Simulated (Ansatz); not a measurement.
The system is Bi.

```
Bi
1.0
    -1.98143    1.98143    1.98143
     1.98143   -1.98143    1.98143
     1.98143    1.98143   -1.98143
Bi
1
Direct
  0.00000 0.00000 0.00000
```

This isn't the form of Bi at room conditions, which is rhombohedral.

| Item | Value |
| --- | --- |
| Program | Ansatz 0.2.0 |
| Task | relaxation of cell and atoms |
| Functional | HF |
| Potentials or basis | Ansatz PAW |
| Cutoff | 420 eV (not typed: the program's choice for these potentials) |
| k mesh | 5 × 5 × 5 |
| Occupations | fermi-dirac, width 0.05 eV |
| Spin | no spin polarisation |

At the start: volume 31.12 Å³/atom.

Question: How do energy, volume and symmetry change on relaxing?

Answer: It ends after 4 steps and the volume is 31.79 Å³/atom (+2.2 %); space group Im-3m (No. 229, to 0.05 Å).

The path:
```csv
step,energy change (eV),largest force (eV/Å),volume (Å³)
1,0.0000,0.0000,31.12
2,-0.0020,0.0000,32.04
3,-0.0025,0.0000,31.79
4,-0.0027,0.0000,31.79
```

Final structure:
```cif
data_structure
_symmetry_space_group_name_H-M 'P 1'
_symmetry_Int_Tables_number 1
_cell_length_a 3.4565
_cell_length_b 3.4565
_cell_length_c 3.4565
_cell_angle_alpha 109.471
_cell_angle_beta 109.471
_cell_angle_gamma 109.471
_cell_volume 31.79
loop_
_atom_site_label
_atom_site_type_symbol
_atom_site_fract_x
_atom_site_fract_y
_atom_site_fract_z
_atom_site_occupancy
Bi1 Bi 0.00000 0.00000 0.00000 1
```

Caveat: the k mesh is coarse (spacing up to 0.45 Å⁻¹), so the values aren't converged, least of all with exact exchange; the plane-wave basis is chosen anew once the cell has moved, so the energies of steps on either side of that aren't comparable; the PAW data sets come from PBE, with cores solved anew for the run's functional, which leaves a small shift of forces and pressure.
